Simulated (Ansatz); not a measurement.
# Equation of state of Hg

```cif
data_structure
_symmetry_space_group_name_H-M 'P 1'
_symmetry_Int_Tables_number 1
_cell_length_a 2.9969
_cell_length_b 2.9969
_cell_length_c 2.9969
_cell_angle_alpha 70.517
_cell_angle_beta 70.517
_cell_angle_gamma 70.517
_cell_volume 23.16
loop_
_atom_site_label
_atom_site_type_symbol
_atom_site_fract_x
_atom_site_fract_y
_atom_site_fract_z
_atom_site_occupancy
Hg1 Hg 0.00000 0.00000 0.00000 1
```

The runs use the primitive cell with vectors (1.730, 0.999, 2.234), (-1.730, 0.999, 2.234), (0.000, -1.998, 2.234) Å, to which the k mesh refers.

The conventional cell has a = 3.460 Å, b = 3.460 Å, c = 6.702 Å, α = 90.00°, β = 90.00°, γ = 120.00°. Around Hg (atom 1) lie 6 Hg at 3.00 Å.

The geometry is COD entry 1541226, unchecked; take it as a test cell.

No spin–orbit coupling, which matters for the heavy atoms here.

Levels of theory: DFT, PBE, all-electron LAPW, scalar-relativistic (Ansatz 0.2.0); DFT, PBE, PAW with Ansatz's default frozen-core files, scalar-relativistic (Ansatz 0.2.0).

For LAPW: a Γ-centred 12×12×12 k mesh, Fermi–Dirac smearing of 0.03 eV, basis error target 0.5 meV/atom, no spin polarisation. PAW takes a cutoff of 420 eV at this cell. The Ansatz runs share mesh, smearing and spin set-up. Plane-wave (PAW) pressures include the program's estimate of the Pulay term.

The cell above is scaled evenly, with fractional coordinates and shape held.

```tsv
V/V(cell)	V (Å³/atom)	P, LAPW (GPa)	P, PAW (GPa)	free energy over the lowest listed, PAW (meV/atom)
0.9405	21.783	?	?	?
0.9800	22.698	7.29	7.31	59.6
1.0000	23.161	6.10	6.12	40.2
1.0200	23.625	5.06	5.08	24.1
1.0600	24.551	3.33	3.34	0.0
```

**Question.** Fill in the row V/V(cell) = 0.9405.

**Answer.** P, LAPW (GPa) = 10.40, P, PAW (GPa) = 10.42, free energy over the lowest listed, PAW (meV/atom) = 109.8.
